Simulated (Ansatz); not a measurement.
The system is InP.

```
In P
1.0
     0.00000    2.76883    2.76883
     2.76883    0.00000    2.76883
     2.76883    2.76883    0.00000
In P
1 1
Direct
  0.00000 0.00000 0.00000
  0.50000 0.50000 0.50000
```

Measurements of this composition are mostly on another form, of space group No. 216.

```yaml
Program: Ansatz 0.2.0
Task: relaxation of cell and atoms
Functional: BLYP
Dispersion: D3(BJ)
Potentials_or_basis: Ansatz PAW
Cutoff: "420 eV (not typed: the program's choice for these potentials)"
k_mesh: 8 × 8 × 8
Occupations: fermi-dirac, width 0.05 eV
Spin: no spin polarisation
```

At the start: volume 21.23 Å³/atom.

Question: How do energy, volume and symmetry change on relaxing?

Answer: It ends after 4 steps and the volume is 20.81 Å³/atom (-2.0 %); space group Fm-3m (No. 225, to 0.05 Å).

Step by step:
```
step  energy change (eV)  largest force (eV/Å)  volume (Å³)
   1              0.0000                0.0000        42.45
   2             -0.0027                0.0000        41.07
   3             -0.0042                0.0000        41.61
   4             -0.0040                0.0000        41.61
```

Final structure:
```yaml
crystal:
  lattice:
    - [0.00000, 2.75044, 2.75044]
    - [2.75044, 0.00000, 2.75044]
    - [2.75044, 2.75044, 0.00000]
  atoms:
    - { symbol: In, position: [0.00000, 0.00000, 0.00000] }
    - { symbol: P, position: [0.50000, 0.50000, 0.50000] }
```

Caveat: the plane-wave basis is chosen anew once the cell has moved, so the energies of steps on either side of that aren't comparable; pairwise dispersion overbinds metals, which lowers pressure and volume; the PAW data sets come from PBE, with cores solved anew for the run's functional, which leaves a small shift of forces and pressure.
